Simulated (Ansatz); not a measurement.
# RbCl: band structure with HSE06

The system is RbCl.

```xyz
2
Lattice="0.0000 3.2740 3.2740 3.2740 0.0000 3.2740 3.2740 3.2740 0.0000" Properties=species:S:1:pos:R:3 pbc="T T T"
Rb    0.0000    0.0000    0.0000
Cl    3.2740    3.2740    3.2740
```

```json
{
 "Program": "Ansatz 0.2.0",
 "Task": "band structure",
 "Functional": "HSE06",
 "Potentials or basis": "Ansatz PAW",
 "Cutoff": "420 eV (not typed: the program's choice for these potentials)",
 "k mesh": "6 × 6 × 6",
 "Occupations": "fermi-dirac, width 0.05 eV",
 "Spin": "no spin polarisation",
 "Path": "[[\"G\", \"X\", \"W\", \"K\", \"G\", \"L\", \"U\", \"W\", \"L\", \"K\"], [\"U\", \"X\"]]",
 "Points for each segment of the path": "4"
}
```

| Item | Value |
| --- | --- |
| Pressure | 0.9 GPa |
| Band gap on the k mesh | 6.35 eV, direct |
| Band gap along the path | 6.35 eV, direct |

Levels at the corners of the path, in eV from the valence-band top:
| point | band 5 | band 6 | band 7 | band 8 | band 9 | band 10 | band 11 | band 12 |
| --- | --- | --- | --- | --- | --- | --- | --- | --- |
| Γ | -8.34 | 0.00 | 0.00 | 0.00 | 6.35 | 9.42 | 9.42 | 9.42 |
| X | -8.45 | -0.33 | -0.11 | -0.11 | 7.49 | 9.59 | 11.18 | 11.68 |
| W | -8.32 | -0.47 | -0.24 | -0.24 | 9.04 | 9.04 | 10.91 | 10.98 |
| K | -8.40 | -0.42 | -0.29 | -0.24 | 8.27 | 10.14 | 10.63 | 11.37 |
| Γ | -8.34 | 0.00 | 0.00 | 0.00 | 6.35 | 9.42 | 9.42 | 9.42 |
| L | -8.30 | -0.91 | -0.36 | -0.36 | 9.10 | 9.43 | 11.78 | 11.78 |
| U | -8.40 | -0.42 | -0.29 | -0.24 | 8.27 | 10.14 | 10.63 | 11.37 |
| W | -8.32 | -0.47 | -0.24 | -0.24 | 9.04 | 9.04 | 10.91 | 10.98 |
| L | -8.30 | -0.91 | -0.36 | -0.36 | 9.10 | 9.43 | 11.78 | 11.78 |
| K | -8.40 | -0.42 | -0.29 | -0.24 | 8.27 | 10.14 | 10.63 | 11.37 |
| U | -8.40 | -0.42 | -0.29 | -0.24 | 8.27 | 10.14 | 10.63 | 11.37 |
| X | -8.45 | -0.33 | -0.11 | -0.11 | 7.49 | 9.59 | 11.18 | 11.68 |

Run time: 65 s on 1 × NVIDIA H100 80GB HBM3 with 2 threads of AMD EPYC 7R13 Processor (Zen 3) (shared host), peak memory 2.2 GiB.

Caveat: the PAW data sets come from PBE, with cores solved anew for the run's functional, which leaves a small shift of forces and pressure; the thresholds are loose for stress.
